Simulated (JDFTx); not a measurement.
A run of JDFTx 1.7.0 (patched build) is set up as follows.

The input Re.in:

```
include Re.lattice
coords-type Lattice
include Re.ionpos

ion-species pseudo/Re.upf
elec-cutoff 36 288
elec-ex-corr gga-PBE
kpoint-folding 11 11 6
elec-smearing Fermi 0.0018374661
elec-n-bands 22
add-U Re d 0.036749
electronic-SCF nIterations 100 energyDiffThreshold 1e-09
electronic-minimize nIterations 30 energyDiffThreshold 1e-7
converge-empty-states yes
forces-output-coords Cartesian

dump-name run.$VAR
dump End Ecomponents EigStats BandEigs Kpoints Forces Stress RhoAtom ElecDensity Dtot KEdensity
```

File Re.lattice:

```
lattice \
    5.2171558849    -2.6085779424     0.0000000000 \
    0.0000000000     4.5181895319     0.0000000000 \
    0.0000000000     0.0000000000     8.4247770088
```

The input Re.ionpos:

```
ion Re     0.6666666667     0.3333333333     0.7500000000 1
ion Re     0.3333333333     0.6666666667     0.2500000000 1
```

Potentials or basis: PseudoDojo-SR-PBE-0.5-standard with smoothed tails.

Run with:

```bash
$ jdftx -c 1 -i Re.in -o Re.out
```

**Question.** What does it give for the pressure?

**Answer.** 2.0 GPa.

**Question.** Estimate the band gap on the k mesh.

**Answer.** None (metal or under the smearing width).

Eigenvalues of the final occupation matrices:
```csv
site,spin,trace,eigenvalues
atom 1 Re,1,3.65,0.72 0.72 0.73 0.73 0.74
atom 2 Re,1,3.65,0.72 0.72 0.73 0.73 0.74
```

Caveat: U without spin polarisation on a metal has little footing; the U is typed as a test and isn't derived for this compound. Spin-orbit coupling is left out, which matters for the levels of Re.
